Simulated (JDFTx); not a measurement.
SnS2 (Berndtite-2T): equation of state with PBEsol

Crystal: SnS2 (Berndtite-2T).

```
Sn S
1.0
     3.63900    0.00000    0.00000
    -1.81950    3.15147    0.00000
     0.00000    0.00000    5.86800
Sn S
1 2
Direct
  0.00000 0.00000 0.00000
  0.66667 0.33333 0.75000
  0.33333 0.66667 0.25000
```

* Program: JDFTx 1.7.0 (patched build)
* Task: equation of state
* Functional: PBEsol
* Potentials or basis: PseudoDojo-SR-PBEsol-0.4.1-standard with smoothed tails
* Cutoff: 980 eV
* Density cutoff: 7837 eV
* k mesh: 8 × 8 × 5
* Occupations: fermi-dirac, width 0.05 eV
* Spin: no spin polarisation
* Local potential set to -Z/r beyond: 6 bohr
* Bands: 19
* Density cutoff over wavefunction cutoff: 8
* Max SCF steps: 100
* SCF threshold on the energy: 1e-09 Ha
* Solver of the electrons: scf

The equilibrium volume is 22.83 Å³/atom. The bulk modulus at fixed shape and positions is 80 GPa and the pressure derivative of the bulk modulus is 4.7.

Energy against volume, from the lowest point:
```tsv
volume (Å³/atom)	energy (meV/atom)
21.086	38.68
21.535	20.48
21.983	8.39
22.432	1.76
22.880	0.00
23.329	2.60
23.778	9.08
```

Caveat: the cell was scaled at fixed shape and fractional positions, which overstates the stiffness of a crystal with free parameters, most of all of layers and chains; this functional lacks dispersion, which binds the layers, so the pressure and a relaxed spacing across them are unreliable.
